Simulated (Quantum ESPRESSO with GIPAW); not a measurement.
# SiO2 (Quartz): how strain moves the 17O line

GIPAW runs (PBEsol, plane-wave PAW from pslibrary 1.0.0 recipes, cutoffs 55 and 330 Ry, one 5×5×4 mesh for all shielding runs; Quantum ESPRESSO with GIPAW, a patched development version; no spin-orbit coupling, no macroscopic shape term) on SiO2 (Quartz), space group P3_121 before straining. The cell below is strained in the basal plane, with the c axis held, and the atoms are relaxed in pw.x at each strain, zero included.

```
Si O
1.0
     4.91580    0.00000    0.00000
    -2.45790    4.25721    0.00000
     0.00000    0.00000    5.40910
Si O
3 6
Direct
  0.46668 0.46668 0.00000
  0.00000 0.53332 0.66667
  0.53332 0.00000 0.33333
  0.86157 0.27282 0.44766
  0.72718 0.58874 0.78099
  0.41126 0.13843 0.11432
  0.27282 0.86157 0.55234
  0.58874 0.72718 0.21901
  0.13843 0.41126 0.88568
```

The cell is an entry of the Crystallography Open Database.

The bonds are those of O (atom 4; bridging Si-O-Si, 142°). One row is withheld.

| strain (%) | mean bond (Å) | σ_iso Si (ppm) | σ_iso O (ppm) | span O (ppm) |
| --- | --- | --- | --- | --- |
| -1.5 | 1.6205 | 422.13 | 199.15 | 72.0 |
| -1.125 | 1.6207 | ? | ? | ? |
| -0.75 | 1.6208 | 423.75 | 200.40 | 73.7 |
| 0 | 1.6210 | 425.39 | 201.57 | 75.3 |
| +0.375 | 1.6213 | 426.16 | 202.06 | 76.2 |
| +0.75 | 1.6214 | 426.99 | 202.56 | 77.0 |
| +1.5 | 1.6217 | 428.74 | 203.54 | 78.8 |

**Task.** Fit σ_iso of O against strain, judge whether a straight line is enough, and predict the withheld row at -1.125 %.

1. With n = 6: Σx = 0.375, Σy = 1209.28, Σx² = 5.7656, Σxy = 83.977.

2. Slope b = (nΣxy − ΣxΣy)/(nΣx² − (Σx)²) = 1.46 ppm per %, intercept a = (Σy − bΣx)/n = 201.46 ppm.

3. Residuals (run less line), in the order of the table: -0.11, +0.04, +0.11, +0.06, +0.01, -0.11 ppm. They bend in one sense; the largest is 2.6 % of the range of σ, so a quadratic term is needed: σ = 201.54 + 1.458 x − 0.088 x², with residuals of 0.03 ppm or less.

4. At -1.125 % (inside the fitted range) the line gives 199.81 ppm and the parabola 199.79 ppm.

5. The run gives:

| strain (%) | mean bond (Å) | σ_iso Si (ppm) | σ_iso O (ppm) | span O (ppm) |
| --- | --- | --- | --- | --- |
| -1.125 | 1.6207 | 422.96 | 199.80 | 72.8 |

Prediction less run: the line misses by +0.01 ppm, the parabola by -0.01 ppm. By the parabola, a strain of +1 % changes σ of O by +1.37 ppm and one of −1 % by -1.55 ppm; the mean slope is +1.46 ppm per %. The shift moves the opposite way, scaled by the slope of a reference line. Over the table σ of Si goes from 422.13 to 428.74 ppm. Zero strain is the database's lattice with relaxed atoms, not this functional's rest cell, and neither cutoff nor mesh was tested for the slopes. The omitted shape term, common to all sites, changes with strain too. This build of gipaw.x prints that it is not audited and that its numbers are no references by themselves. The relaxations ran on cheaper settings and stop at small residual forces, which adds noise that small residuals can't be told from. 17O is quadrupolar, so a real line also moves with the field gradient, which is not computed here. pw.x warned of eigenvalues not converged in some cycles of these runs, which then met the threshold.

[Banner, clock, file and message-heading lines were taken out of the pw.x and gipaw.x logs.]

[Logs are printed without paths, hosts, clocks, repeated set-up lines and the standing remarks that a program may print on its own settings, such as how far it seeks lower states.]

[Hosts, paths, dates, database ids (printed as entryN), source tags and the programs' standing remarks are cut or masked in the printed files.]
